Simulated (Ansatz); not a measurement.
Worked example: C2H4O2 → C2H3O+ + OH + e⁻

Species: C2H4O2 (acetic acid) `CC(=O)O`, singlet; C2H3O+ `CC#[O+]`, singlet; OH, doublet. 

Shapes, held fixed at every level: PBE0-D4/def2-TZVP. Flexible molecules stand in one conformer, not always the lowest. Programs: Ansatz 0.2.0. Electronic energies: no zero-point or thermal term.

At CCSD(T)/CBS estimate; 1 Eh = 27.2114 eV:

```
species  energy (Eh)
 C2H4O2  -228.875292
 C2H3O+  -152.760262
     OH   -75.677713
```

**Question.** Work out ΔE of the reaction at this level.

**Answer.** 
1. Products less reactants: (-152.760262) + (-75.677713) − [(-228.875292)] = 0.437317 Eh = +11.90 eV.

Other levels give +11.56 (CCSD/def2-TZVPP) to +11.98 eV (PBE-D4/def2-TZVPP). No measured value is set beside it here. Open shells run unrestricted unless RO is named. The CBS estimate extrapolates MP2 from def2-TZVPP and def2-QZVPP and adds CCSD(T) − MP2 in the triple-zeta set, cores frozen. The onset seen in experiment also holds zero-point changes and kinetic shifts.
